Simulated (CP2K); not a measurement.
The system is BN.

```xyz
2
Lattice="2.5080 0.0000 0.0000 -1.2467 2.1762 0.0000 -0.6307 -1.0881 3.0225" Properties=species:S:1:pos:R:3 pbc="T T T"
N     0.6410   -0.3484    2.9772
B     1.2297    2.1384    0.0055
```

The cell comes from a database or a generator and needn't be the stable form of this composition.

Base run:

```yaml
Program: CP2K 2026.2
Functional: PBE
Potentials_or_basis: POTENTIAL_UZH N GTH-PBE-q5, B GTH-PBE-q3; TZVP-MOLOPT-PBE-GTH basis
Density_cutoff: 6123 eV
k_mesh: 13 × 13 × 9
Occupations: fermi-dirac, width 0.05 eV
Spin: no spin polarisation
```

Its results: band gap on the k mesh 2.84 eV, indirect (least direct gap 4.52 eV); pressure 5.2 GPa; largest force 2.743 eV/Å.

The run is repeated on the same cell with these changes: functional from PBE to PBEsol; occupations from fermi-dirac, width 0.05 eV to fermi-dirac, width 0.0259 eV. What comes out?

Band gap on the k mesh 2.69 eV, indirect (least direct gap 4.43 eV); pressure 3.8 GPa; largest force 2.782 eV/Å.

Caveats: the basis of atomic orbitals isn't converged, which shifts pressures, moduli and gaps; an odd mesh through Γ misses points on the zone boundary, where band edges often lie (some runs); forces of over 1 eV/Å show positions far from the minimum, so gaps and moduli don't describe the material at rest (some runs); the potentials were made for another functional, which shifts forces and pressure (some runs).
